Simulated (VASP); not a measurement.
# VASP inputs for PbSe (rocksalt)

INCAR

```
NBANDS = 17
LREAL = .FALSE.
ISIF = 2
GGA = PS
IBRION = -1
LASPH = .TRUE.
NSW = 0
NELM = 120
ISMEAR = 0
LWAVE = .FALSE.
LCHARG = .FALSE.
EDIFF = 1E-7
PREC = Accurate
SIGMA = 0.01
ENCUT = 520
```

KPOINTS

```
KPOINTS created by Atomic Simulation Environment
0
Gamma
8 8 8
0 0 0
```

KPOINTS_OPT

```
special points
6
Reciprocal
0.0000000000 0.0000000000 0.0000000000 1
0.5000000000 0.0000000000 0.5000000000 1
0.5000000000 0.2500000000 0.7500000000 1
0.3750000000 0.3750000000 0.7500000000 1
0.5000000000 0.5000000000 0.5000000000 1
0.6250000000 0.2500000000 0.6250000000 1
```

POSCAR

```
Pb Se
 1.0000000000000000
     0.0000000000000000    3.0887022138622031    3.0887022138622031
     3.0887022138622031   -0.0000000000000000    3.0887022138622031
     3.0887022138622031    3.0887022138622031   -0.0000000000000000
 Pb  Se
   1   1
Cartesian
 -0.0000000000000000 -0.0000000000000000 -0.0000000000000000
  3.0887022138622031  3.0887022138622031  3.0887022138622031
```

VASP ran with the recommended PBE PAW datasets (20 valence electrons in the cell).

Predict the results.

gap between bands v and c 0.29 eV; least direct gap 0.29 eV; pressure -1.8 GPa.

Band v is the last that the valence electrons fill when counted band by band, and c is the next. Levels in eV from the top of v:

| point | v−1 | v | c | c+1 |
| --- | --- | --- | --- | --- |
| Γ | -1.73 | -1.73 | 4.64 | 4.64 |
| X | -3.05 | -3.05 | 3.72 | 5.50 |
| W | -4.03 | -0.71 | 1.88 | 4.90 |
| K | -2.56 | -2.28 | 3.35 | 3.97 |
| L | -1.33 | 0.00 | 0.29 | 1.73 |
